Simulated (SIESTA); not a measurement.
# As under changes of volume

One of the cells (20.159 Å³/atom); the others are scaled copies at fixed shape and fractional positions:

```
As
1.0
     2.72159    0.00000    0.00000
     0.00000    2.72159    0.00000
     0.00000    0.00000    2.72159
As
1
Cartesian
  1.3608 1.3608 1.3608
```

This isn't the form of As at room conditions, which is rhombohedral.

```yaml
Program: SIESTA 5.4.2
Functional: PBE
Potentials_or_basis: PseudoDojo 0.4 standard (PBE files)
Basis: DZP (energy shift 0.002 Ry)
Grid_cutoff: 500 Ry
Energy_shift: 0.002 Ry
k_mesh: 10 × 10 × 10
Occupations: fermi-dirac, width 0.05 eV
Spin: no spin polarisation
```

| volume (Å³/atom) | energy over the lowest point (meV/atom) | pressure (GPa) |
| --- | --- | --- |
| 18.578 | 118.80 | 15.3 |
| 18.973 | 84.76 | 12.4 |
| 19.368 | 58.09 | 10.1 |
| 20.159 | 19.29 | 5.6 |
| 20.554 | ? | ? |
| 20.949 | 0.00 | 2.3 |

Task: What does the run at 20.554 Å³/atom give?

Result: Energy over the lowest point 7.59 meV/atom; pressure 4.0 GPa.

Worked out: A Birch-Murnaghan fit of order 3 (a polynomial in V^(-2/3)) to the other rows has its minimum at 21.55 Å³/atom, just outside them, with B0 = V·E''(V) = 75 GPa and B' = 3.9. It gives 7.55 meV/atom at 20.554 Å³/atom, against the run's 7.59, and -dE/dV = 3.9 GPa, against 4.0.

Energies are extrapolated to zero smearing.

Caveats: semicore shells carry a single zeta, which can move pressures by several GPa and volumes by a few percent; the basis of atomic orbitals isn't converged, which shifts pressures, moduli and gaps.
